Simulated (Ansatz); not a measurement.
# Static equation of state of rutile SnO2, size series (72 atoms)

The cell holds 72 atoms: 24 Sn and 48 O. Its edges and angles: a = 9.738 Å, b = 9.738 Å, c = 9.758 Å, α = 90.0°, β = 90.0°, γ = 90.0°. It derives from SnO2 (rutile), repeated 2×2×3. The starting structure: Rutile SnO2 (cell 4.737, 4.737, 3.186, 90, 90, 90), 2 x 2 x 3 conventional cells; ideal positions.

Calculated with Ansatz 0.2.0: Kohn-Sham DFT, RPBE, PAW (set soft_1), plane waves; cutoff 420 eV, Γ point, fixed occupations. Cell and atoms were relaxed first, to V0 = 12.853 Å³ an atom at a residual P0 = 0.014 GPa. The cell was then scaled evenly, and the atoms were relaxed at each volume.

| volume (Å³/atom) | pressure (GPa) |
| --- | --- |
| 11.568 | 22.59 |
| 12.082 | ? |
| 12.468 | 5.491 |
| 13.239 | -4.533 |

**Question.** Fit the third-order Birch–Murnaghan equation to the rows given and interpolate to the withheld row.

**Working.**

Take the Eulerian strain f = ½[(V0/V)^(2/3) − 1] and the normalised pressure F = (P − P0) / [3f(1 + 2f)^(5/2)]. The third-order Birch–Murnaghan equation is then the line F = B0 + (3/2)B0(B′ − 4) f, so u = f and v = F.

| u = f | v = F (GPa) |
| --- | --- |
| 0.0363828 | 173.512 |
| 0.0102568 | 169.178 |
| -0.00975603 | 163.195 |

With n = 3: mean u = 0.0122945, mean v = 168.628, Σ(u − ū)² = 0.0010706, Σ(u − ū)(v − v̄) = 0.23633. Slope b = 0.23633 / 0.0010706 = 220.74; intercept a = v̄ − b ū = 165.91.

So B0 = a = 166 GPa and B′ = 4 + 2b/(3a) = 4.89. At the withheld volume f = 0.02106, F = a + b f = 170.6 GPa, and P = P0 + 3f(1 + 2f)^(5/2) F.

Prediction at 12.082: 11.96 GPa. The run gave 12.03 GPa, so the fit is low by 0.066 GPa (0.55 % of the value).

B′ = 4.9 lies in the range of 3 to 6 that is common for dense crystals. Among the rows given, the largest miss of the fit is at 11.568, by 0.056 GPa (0.21 % of the range of the table).

Limits: Static cells at zero temperature; the cell shape is held. The program notes that the SCF threshold of these relaxations is loose for the stress. Only the Γ point is sampled, in a cell whose shortest periodic width is 10 Å.

[Hosts, paths, dates, database ids (printed as entryN), source tags and the programs' standing remarks are cut or masked in the printed files.]
